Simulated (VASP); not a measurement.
# NaH (Fm-3m) in VASP: further runs

One crystal, NaH, is run at these levels: PBE; tasks: single point.

Everything below comes from runs of VASP 6.6.1. Logs are shortened: lines on timing, memory, paths and dates and some standing lists are left out, and cuts for length are marked.

## 1. The crystal as given

The structure is cubic, space group Fm-3m (No. 225). The conventional cell has a = 4.880 Å, b = 4.880 Å, c = 4.880 Å, α = 90.00°, β = 90.00°, γ = 90.00°. Na (site symmetry m-3m) is surrounded by 6 H at 2.44 Å. H (site symmetry m-3m) is surrounded by 6 Na at 2.44 Å.

## 2. Single point, PBE

The input, INCAR:

```
SYSTEM = NaH
PREC = Accurate
ENCUT = 450
EDIFF = 1E-6
ISMEAR = 0
SIGMA = 0.05
LREAL = .False.
LASPH = .True.
NELM = 100
ALGO = Normal
ISIF = 2
LWAVE = .False.
LCHARG = .False.
GGA = PE
NBANDS = 11
ADDGRID = .False.
```

The input, KPOINTS:

```
Automatic mesh
0
Gamma
  5 5 5
  0 0 0
```

The input, POSCAR:

```
NaH
1.0
    0.0000000000      2.4400000000      2.4400000000
    2.4400000000      0.0000000000      2.4400000000
    2.4400000000      2.4400000000      0.0000000000
Na H
1 1
Direct
    0.0000000000      0.0000000000      0.0000000000
    0.5000000000      0.5000000000      0.5000000000
```

Potentials or basis: VASP PAW PBE potentials, release 64 (Na_pv, H).

Command:

```
cat potpaw_PBE.64/Na_pv/POTCAR potpaw_PBE.64/H/POTCAR > POTCAR
mpirun -np 1 vasp_std > vasp.out
```

OUTCAR:

```text
SYSTEM = NaH
   PREC = Accurate
   ENCUT = 450
   EDIFF = 1E-6
   ISMEAR = 0
   LREAL = .False.
   LASPH = .True.
   NELM = 100
   ISIF = 2
   GGA = PE

 Found     10 irreducible k-points:

 Following reciprocal coordinates:
            Coordinates               Weight
  0.000000  0.000000  0.000000      1.000000
  0.200000  0.000000  0.000000      8.000000
  0.400000  0.000000  0.000000      8.000000
  0.200000  0.200000  0.000000      6.000000
  0.400000  0.200000  0.000000     24.000000
 -0.400000  0.200000  0.000000     24.000000
   k-points           NKPTS =     10   k-points in BZ     NKDIM =     10   number of bands    NBANDS=     11
   number of dos      NEDOS =    301   number of ions     NIONS =      2
   total plane-waves  NPLWV =  13824
   dimension x,y,z NGX =    24 NGY =   24 NGZ =   24
   dimension x,y,z NGXF=    48 NGYF=   48 NGZF=   48
   ions per type =               1   1
   NGX,Y,Z   is equivalent  to a cutoff of  11.56, 11.56, 11.56 a.u.
   NGXF,Y,Z  is equivalent  to a cutoff of  23.13, 23.13, 23.13 a.u.
 SYSTEM =  NaH
   PREC   = accura    normal or accurate (medium, high low for compatibility)
   ISTART =      0    job   : 0-new  1-cont  2-samecut
   ICHARG =      2    charge: 1-file 2-atom 10-const
   ISPIN  =      1    spin polarized calculation?
   LNONCOLLINEAR =      F non collinear calculations
   LSORBIT =      F    spin-orbit coupling
   LASPH  =      T    aspherical Exc in radial PAW
   ENCUT  =  450.0 eV  33.07 Ry    5.75 a.u.   5.97  5.97  5.97*2*pi/ulx,y,z
   NELM   =    100;   NELMIN=  2; NELMDL= -5     # of ELM steps
   EDIFF  = 0.1E-05   stopping-criterion for ELM
   LREAL  =      F    real-space projection
   EDIFFG = 0.1E-04   stopping-criterion for IOM
   NSW    =      0    number of steps for IOM
   IBRION =     -1    ionic relax: 0-MD 1-quasi-New 2-CG
   NFREE  =      0    steps in history (QN), initial steepest desc. (CG)
   ISIF   =      2    stress and relaxation
   ISYM   =      2    0-nonsym 1-usesym 2-fastsym
   POTIM  = 0.5000    time-step for ionic-motion
   TEBEG  =    0.0;   TEEND  =   0.0 temperature during run
   PSTRESS=    0.0 pullay stress
   NELECT =       8.0000    total number of electrons
   NUPDOWN=      -1.0000    fix difference up-down
   EMIN   =  10.00;   EMAX   =-10.00  energy-range for DOS
   EFERMI =   0.00;   METHOD = LEGACY
   ISMEAR =     0;   SIGMA  =   0.05  broadening in eV -4-tet -1-fermi 0-gaus
   EFERMI_NEDOS =   21; number of points for ismear=-14 and -15
   IALGO  =     38    algorithm
   IMIX   =      4    mixing-type and parameters
     AMIX     =   0.40;   BMIX     =  1.00
     AMIX_MAG =   1.60;   BMIX_MAG =  1.00
  volume/ion in A,a.u.               =      14.53        98.03
  Fermi-wavevector in a.u.,A,eV,Ry     =   1.065054  2.012660 15.433636  1.134340
  Thomas-Fermi vector in A             =   2.200593
   LORBIT       =      0    0 simple, 1 ext, 2 COOP (PROOUT), +10 PAW based schemes
   GGA     = PE    functional components
   LHFCALC =     F    Hartree Fock is set to
   AEXX    =    0.0000 exact exchange contribution
   IVDW    =     0    specifies the selected vdW correction
   LEPSILON=     F    determine dielectric tensor
   LRPA    =     F    only Hartree local field effects (RPA)
 non-spin polarized calculation
 Gauss-broadening in eV      SIGMA  =   0.05
  energy-cutoff  :      450.00
  volume of cell :       29.05
 maximum number of plane-waves:       639
   NGX = 11   NGY = 11   NGZ = 11

 number of electron       7.9999989 magnetization

 Free energy of the ion-electron system (eV)
  ---------------------------------------------------
  ext. energy  EPLUGINS =         0.00000000
  ---------------------------------------------------
  free energy    TOTEN  =        -5.08497628 eV

  energy without entropy =       -5.08497628  energy(sigma->0) =       -5.08497628

 E-fermi :  -1.0780     XC(G=0):  -7.6732

 val. band max:       -1.3031179259   @ k =  -0.4000   0.4000   0.0000
 cond. band min:       3.2362366920   @ k =   0.4000   0.0000   0.0000
 fundamental gap:      4.5393546179
 Fermi energy:        -1.0779566121

 k-point     1 :       0.0000    0.0000    0.0000
  band No.  band energies     occupation
      1     -23.3592      2.00000
      2     -23.3592      2.00000
      3     -23.3592      2.00000
      4      -4.7407      2.00000
      5       8.9597      0.00000
      6      14.1782      0.00000
      7      14.1782      0.00000
      8      14.1783      0.00000
      9      14.9682      0.00000
     10      14.9682      0.00000
     11      14.9682      0.00000

 k-point     2 :       0.2000    0.0000    0.0000
  band No.  band energies     occupation
      1     -23.3889      2.00000
      2     -23.3629      2.00000
      3     -23.3629      2.00000
      4      -4.0835      2.00000
      5       6.8640      0.00000
      6      10.5497      0.00000
      7      12.8594      0.00000
      8      12.8594      0.00000
      9      16.2174      0.00000
     10      16.2174      0.00000
     11      16.8341      0.00000

 k-point     3 :       0.4000    0.0000    0.0000
  band No.  band energies     occupation
      1     -23.4358      2.00000
      2     -23.3686      2.00000
      3     -23.3686      2.00000
      4      -2.4912      2.00000
      5       3.2362      0.00000
      6       9.4793      0.00000
      7      12.0902      0.00000
      8      12.0903      0.00000
      9      15.0475      0.00000
     10      15.0475      0.00000
     11      17.4384      0.00000

 k-point     4 :       0.2000    0.2000    0.0000
  band No.  band energies     occupation
      1     -23.3874      2.00000
      2     -23.3693      2.00000
      3     -23.3692      2.00000
      4      -3.8770      2.00000
      5       6.9188      0.00000
      6      10.9523      0.00000
      7      11.1292      0.00000
      8      11.1292      0.00000
      9      14.3225      0.00000
     10      17.3061      0.00000
     11      19.9011      0.00000

 k-point     5 :       0.4000    0.2000    0.0000
  band No.  band energies     occupation
      1     -23.4207      2.00000
      2     -23.3791      2.00000
      3     -23.3759      2.00000
      4      -2.5938      2.00000
      5       4.5309      0.00000
      6       7.7245      0.00000
      7      10.4553      0.00000
      8      11.8309      0.00000
      9      14.6596      0.00000
     10      17.4842      0.00000
     11      18.4755      0.00000

 k-point     6 :      -0.4000    0.2000    0.0000
  band No.  band energies     occupation
      1     -23.4317      2.00000
      2     -23.3898      2.00000
      3     -23.3736      2.00000
      4      -1.7754      2.00000
      5       3.2499      0.00000
      6       6.5636      0.00000
      7      10.9599      0.00000
      8      11.7102      0.00000
      9      15.9801      0.00000
     10      17.0942      0.00000
     11      20.0659      0.00000

 [... further k-points ...]

------------------------ aborting loop because EDIFF is reached ----------------------------------------

  FORCE on cell =-STRESS in cart. coord.  units (eV):
  Direction    XX          YY          ZZ          XY          YZ          ZX
  --------------------------------------------------------------------------------------
  -------------------------------------------------------------------------------------
  Total       -0.1625264     -0.1625264     -0.1625264      0.0000000      0.0000000      0.0000000
  in kB       -8.9626199     -8.9626199     -8.9626199      0.0000000      0.0000000      0.0000000
  external PRESSURE =      -8.9626199 kB  Pullay stress =       0.0000000 kB

 VOLUME and BASIS-vectors are now :
 -----------------------------------------------------------------------------
  energy-cutoff  :      450.00
  volume of cell :       29.05
      direct lattice vectors                 reciprocal lattice vectors
     0.000000000  2.440000000  2.440000000    -0.204918033  0.204918033  0.204918033
     2.440000000  0.000000000  2.440000000     0.204918033 -0.204918033  0.204918033
     2.440000000  2.440000000  0.000000000     0.204918033  0.204918033 -0.204918033

 POSITION                                       TOTAL-FORCE (eV/Angst)
 -----------------------------------------------------------------------------------
      0.00000      0.00000      0.00000        -0.000000      0.000000      0.000000
      2.44000      2.44000      2.44000         0.000000     -0.000000     -0.000000
 -----------------------------------------------------------------------------------
    total drift:                                0.000000     -0.000000     -0.000000

  FREE ENERGIE OF THE ION-ELECTRON SYSTEM (eV)
  ---------------------------------------------------
  free  energy   TOTEN  =        -5.0849762789 eV

  energy  without entropy=       -5.0849762789  energy(sigma->0) =       -5.08497628
```

OSZICAR:

```text
N       E                     dE             d eps       ncg     rms          rms(c)
DAV:   1     0.356691196836E+02    0.35669E+02   -0.42689E+03   220   0.695E+02
DAV:   2    -0.432824683449E+01   -0.39997E+02   -0.39562E+02   226   0.180E+02
DAV:   3    -0.550044687933E+01   -0.11722E+01   -0.11709E+01   267   0.306E+01
DAV:   4    -0.550883803940E+01   -0.83912E-02   -0.83901E-02   269   0.265E+00
DAV:   5    -0.550893523532E+01   -0.97196E-04   -0.97195E-04   261   0.281E-01    0.316E+00
DAV:   6    -0.517026573906E+01    0.33867E+00   -0.33873E-01   258   0.271E+00    0.146E+00
DAV:   7    -0.508015989071E+01    0.90106E-01   -0.32607E-01   247   0.209E+00    0.356E-01
DAV:   8    -0.508504854463E+01   -0.48887E-02   -0.10349E-02   247   0.938E-01    0.680E-02
DAV:   9    -0.508498033812E+01    0.68207E-04   -0.11464E-03   275   0.350E-01    0.221E-02
DAV:  10    -0.508497247479E+01    0.78633E-05   -0.61652E-05   257   0.492E-02    0.422E-03
DAV:  11    -0.508497607292E+01   -0.35981E-05   -0.61552E-06   241   0.109E-02    0.318E-03
DAV:  12    -0.508497627887E+01   -0.20595E-06   -0.23271E-07   173   0.324E-03
   1 F= -.50849763E+01 E0= -.50849763E+01  d E =-.422268E-11
```

Wall time 2.7 s (1 thread of Intel Xeon Platinum 8259CL at 2.50GHz (Skylake/Cascade Lake), shared host); peak memory 0.12 GiB.

These settings aren't checked as converged: the numbers below hold their error.

What came out:

```
Free energy            : -5.0850 eV
Pressure               : -0.9 GPa
Band gap on the k mesh : 4.54 eV, indirect (least direct gap 5.03 eV)
```

Caveat: the k mesh is coarse (spacing up to 0.45 Å⁻¹), so the values aren't converged; an odd mesh through Γ misses points on the zone boundary, where band edges often lie.

## 3. Single point, PBE

INCAR is that of step 2.

KPOINTS is that of step 2.

The input, POSCAR:

```
NaH
1.0
    0.0000000000      2.4400000000      2.4400000000
    2.4400000000      0.0000000000      2.4400000000
    2.4400000000      2.4400000000      0.0000000000
Na H
1 1
Direct
   -0.0187210000      0.0228060000      0.0160610000
    0.4668300000      0.5164870000      0.5214060000
```

Potentials or basis: VASP PAW PBE potentials, release 64 (Na_pv, H).

Command:

```
cat potpaw_PBE.64/Na_pv/POTCAR potpaw_PBE.64/H/POTCAR > POTCAR
mpirun -np 1 vasp_std > vasp.out
```

OUTCAR:

```text
SYSTEM = NaH
   PREC = Accurate
   ENCUT = 450
   EDIFF = 1E-6
   ISMEAR = 0
   LREAL = .False.
   LASPH = .True.
   NELM = 100
   ISIF = 2
   GGA = PE

 Found     63 irreducible k-points:

 Following reciprocal coordinates:
            Coordinates               Weight
  0.000000  0.000000  0.000000      1.000000
  0.200000  0.000000  0.000000      2.000000
  0.000000  0.200000  0.000000      2.000000
  0.000000  0.000000  0.200000      2.000000
  0.200000  0.200000  0.200000      2.000000
  0.400000  0.000000  0.000000      2.000000
   k-points           NKPTS =     63   k-points in BZ     NKDIM =     63   number of bands    NBANDS=     11
   number of dos      NEDOS =    301   number of ions     NIONS =      2
   total plane-waves  NPLWV =  13824
   dimension x,y,z NGX =    24 NGY =   24 NGZ =   24
   dimension x,y,z NGXF=    48 NGYF=   48 NGZF=   48
   ions per type =               1   1
   NGX,Y,Z   is equivalent  to a cutoff of  11.56, 11.56, 11.56 a.u.
   NGXF,Y,Z  is equivalent  to a cutoff of  23.13, 23.13, 23.13 a.u.
 SYSTEM =  NaH
   PREC   = accura    normal or accurate (medium, high low for compatibility)
   ISTART =      0    job   : 0-new  1-cont  2-samecut
   ICHARG =      2    charge: 1-file 2-atom 10-const
   ISPIN  =      1    spin polarized calculation?
   LNONCOLLINEAR =      F non collinear calculations
   LSORBIT =      F    spin-orbit coupling
   LASPH  =      T    aspherical Exc in radial PAW
[... 68 lines left out ...]
      9      14.9724      0.00000
     10      14.9840      0.00000
     11      14.9926      0.00000
[... 57 lines left out ...]
 k-point     6 :       0.4000    0.0000    0.0000
  band No.  band energies     occupation
      1     -23.4350      2.00000
      2     -23.3677      2.00000
      3     -23.3674      2.00000
      4      -2.4911      2.00000
      5       3.2351      0.00000
      6       9.4788      0.00000
      7      12.0910      0.00000
      8      12.0957      0.00000
      9      15.0463      0.00000
     10      15.0476      0.00000
     11      17.4383      0.00000

 [... further k-points ...]

------------------------ aborting loop because EDIFF is reached ----------------------------------------

  FORCE on cell =-STRESS in cart. coord.  units (eV):
  Direction    XX          YY          ZZ          XY          YZ          ZX
  --------------------------------------------------------------------------------------
  -------------------------------------------------------------------------------------
  Total       -0.1637770     -0.1611172     -0.1497685     -0.0000322     -0.0010901     -0.0000312
  in kB       -9.0315886     -8.8849101     -8.2590771     -0.0017731     -0.0601161     -0.0017195
  external PRESSURE =      -8.7251919 kB  Pullay stress =       0.0000000 kB

 VOLUME and BASIS-vectors are now :
 -----------------------------------------------------------------------------
  energy-cutoff  :      450.00
  volume of cell :       29.05
      direct lattice vectors                 reciprocal lattice vectors
     0.000000000  2.440000000  2.440000000    -0.204918033  0.204918033  0.204918033
     2.440000000  0.000000000  2.440000000     0.204918033 -0.204918033  0.204918033
     2.440000000  2.440000000  0.000000000     0.204918033  0.204918033 -0.204918033

 POSITION                                       TOTAL-FORCE (eV/Angst)
 -----------------------------------------------------------------------------------
      0.09484      2.43351      2.44997        -0.001891     -0.017135     -0.039302
      2.53246      2.41130      2.39929         0.001891      0.017135      0.039302
 -----------------------------------------------------------------------------------
    total drift:                               -0.000123     -0.000078      0.000340

  FREE ENERGIE OF THE ION-ELECTRON SYSTEM (eV)
  ---------------------------------------------------
  free  energy   TOTEN  =        -5.0837930172 eV

  energy  without entropy=       -5.0837930172  energy(sigma->0) =       -5.08379302
```

OSZICAR:

```text
N       E                     dE             d eps       ncg     rms          rms(c)
DAV:   1     0.305293196767E+02    0.30529E+02   -0.38202E+03  1392   0.756E+02
DAV:   2    -0.448412111422E+01   -0.35013E+02   -0.34637E+02  1454   0.173E+02
DAV:   3    -0.550167342373E+01   -0.10176E+01   -0.10165E+01  1645   0.284E+01
DAV:   4    -0.550825720701E+01   -0.65838E-02   -0.65832E-02  1606   0.232E+00
DAV:   5    -0.550831998875E+01   -0.62782E-04   -0.62781E-04  1590   0.232E-01    0.316E+00
DAV:   6    -0.516921708870E+01    0.33910E+00   -0.33899E-01  1680   0.271E+00    0.146E+00
DAV:   7    -0.507897864658E+01    0.90238E-01   -0.32681E-01  1563   0.210E+00    0.357E-01
DAV:   8    -0.508387549691E+01   -0.48969E-02   -0.10379E-02  1497   0.940E-01    0.684E-02
DAV:   9    -0.508379729661E+01    0.78200E-04   -0.11567E-03  1775   0.350E-01    0.222E-02
DAV:  10    -0.508378894051E+01    0.83561E-05   -0.62041E-05  1580   0.495E-02    0.423E-03
DAV:  11    -0.508379295796E+01   -0.40174E-05   -0.62124E-06  1515   0.109E-02    0.320E-03
DAV:  12    -0.508379301719E+01   -0.59231E-07   -0.23684E-07  1044   0.327E-03
   1 F= -.50837930E+01 E0= -.50837930E+01  d E =-.380973E-11
```

stdout:

```text
POSCAR found type information on POSCAR NaH
 POSCAR found :  2 types and       2 ions
 scaLAPACK will be used
 LDA part: xc-table for (Slater+PW92), standard interpolation
 POSCAR, INCAR and KPOINTS ok, starting setup
 FFT: planning ... GRIDC
 FFT: planning ... GRID_SOFT
 FFT: planning ... GRID
 WAVECAR not read
 entering main loop
```

Run time: 7.9 s. Hardware: 1 thread of Intel Xeon Platinum 8259CL at 2.50GHz (Skylake/Cascade Lake), shared host; peak memory 0.14 GiB.

These settings aren't checked as converged: the numbers below hold their error.

What came out:

```yaml
Free_energy: -5.0838 eV
Pressure: -0.9 GPa
Largest_force: 0.043 eV/Å
Band_gap_on_the_k_mesh: 4.54 eV, indirect (least direct gap 5.02 eV)
```

Caveat: the k mesh is coarse (spacing up to 0.45 Å⁻¹), so the values aren't converged; an odd mesh through Γ misses points on the zone boundary, where band edges often lie.
